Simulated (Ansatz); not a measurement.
Starting structure of a cell relaxation (symmetry kept):

```yaml
crystal:
  lattice:
    - [-1.64100, 1.64100, 1.64100]
    - [1.64100, -1.64100, 1.64100]
    - [1.64100, 1.64100, -1.64100]
  atoms:
    - { symbol: Ti, position: [0.00000, 0.00000, 0.00000] }
```

Level of theory: DFT PBEsol, scalar-relativistic, plane waves, PAW in Ansatz 0.2.0.

Cutoff 420 eV; k points 18×18×18 on the computed 1-atom cell (Γ-centred); Gaussian smearing, width 0.10 eV; no spin polarisation.

Task: What does it relax to?

Result: The volume drops by 1.13 Å³/atom to 16.54 Å³/atom, and the energy falls by 25.1 meV/atom. Final structure:
```
Ti
1.0
    -1.60512    1.60512    1.60512
     1.60512   -1.60512    1.60512
     1.60512    1.60512   -1.60512
Ti
1
Direct
  0.00000 0.00000 0.00000
```

This bcc form isn't the element's structure at ambient conditions.